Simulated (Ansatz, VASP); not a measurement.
**One calculation of MgO, two programs**

```
CELL_PARAMETERS angstrom
2.89831 0.00000 0.00000
-1.44916 2.51001 0.00000
0.00000 0.00000 2.64346
ATOMIC_POSITIONS crystal
Mg 0.00000 0.00000 0.00000
O 0.33333 0.66667 0.50000
```

Change from the starting cell: volume scaled by 0.96.

Alike in both runs: task single point; functional PBE; k mesh 10 × 10 × 10; occupations fermi-dirac, width 0.05 eV; no spin polarisation.

```csv
,VASP,Ansatz
version,VASP 6.6.1,Ansatz 0.2.0
potentials or method,"VASP PAW PBE potentials, release 64 (Mg, O)",Ansatz PAW
plane-wave cutoff (eV),520,420
valence electrons in the cell,8,16
```

```csv
,VASP,Ansatz,Ansatz less VASP
gap on the k mesh at the Fermi level (eV),3.32,3.34,+0.020
least direct gap on the mesh (eV),3.72,3.74,+0.017
pressure (GPa),5.5,6.1,+0.64
largest component of the traceless stress (GPa),0.96,1.04,+0.078
```

The two sets of potentials don't hold the same shells in valence.

Caveats: the pressure holds a Pulay correction of +0.6 GPa for the finite cutoff (Ansatz). A k mesh can miss the band edges.
